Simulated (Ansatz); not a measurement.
## G0W0 run on HfO2 (Fm-3m)

These are results of G0W0@PBE, full frequency by contour deformation, all-electron datasets in plane waves (scalar-relativistic, Gaussian nuclei) in Ansatz 0.2.0-dev, not measurements.

Input files:

```yaml
crystal:
  lattice:
    - [0.0, 2.465575, 2.465575]
    - [2.465575, 0.0, 2.465575]
    - [2.465575, 2.465575, 0.0]
  atoms:
    - { symbol: Hf, position: [0.0, 0.0, 0.0] }
    - { symbol: O, position: [0.25, 0.25, 0.25] }
    - { symbol: O, position: [0.75, 0.75, 0.75] }
basis:
  precision: f64
  xc_grid: 2
kpoints:
  mp_grid: { grid: [4, 4, 4], shift: [0, 0, 0] }
hamiltonian:
  xc: pbe
  dispersion: none
  pseudopotentials: { kind: all_electron, nuclear_model: gaussian }
magnetization:
  spin_polarized: false
scf:
  lower_state_search: "off"
  max_iter: 200
  occupations: { method: fixed }
  convergence: { dr2_threshold: "1e-10 eV" }
output: {}
gw:
  n_empty_bands: 69
  ecut_chi: 100
  ecutfock_ratio: 1
  qp_bands: [v1, c1]
  screening: { model: contour_deformation }
```

Levels count from the highest filled Kohn-Sham level listed; ε_QP = ε_KS + Z(Σ − Vxc). VB is the top filled band, CB the lowest empty one. Points in brackets are given in fractions of the reciprocal vectors. The wave cutoff came out at 3630 eV.

```
              k  band  ε_KS (eV)  Σx − Vxc (eV)  Σc (eV)     Z  ε_QP (eV)
              Γ    VB      -0.66          -5.20     4.61  0.78      -1.12
              Γ    CB       4.04           5.92    -4.71  0.83       5.04
(0, -0.5, -0.5)    VB       0.00          -5.05     4.60  0.79      -0.35
(0, -0.5, -0.5)    CB       3.97           5.44    -4.29  0.83       4.92
```

The gap (direct at k = (0, -0.5, -0.5)) opens from 3.97 eV to 5.28 eV.

Electronic (ion-clamped) dielectric constant on this mesh, from the head of the inverse dielectric matrix: 5.1.

The cell is a model at fixed atoms and needn't be the relaxed known crystal. Spin-orbit coupling is left out. The mesh is coarse, so these are values at the stated settings, not converged ones. Band sums or response are cut, so the gap isn't at its basis limit. The gap is read on the mesh, and the crystal's band edges can lie off it. Meshes this coarse can overestimate the dielectric constant by a tenth and more.
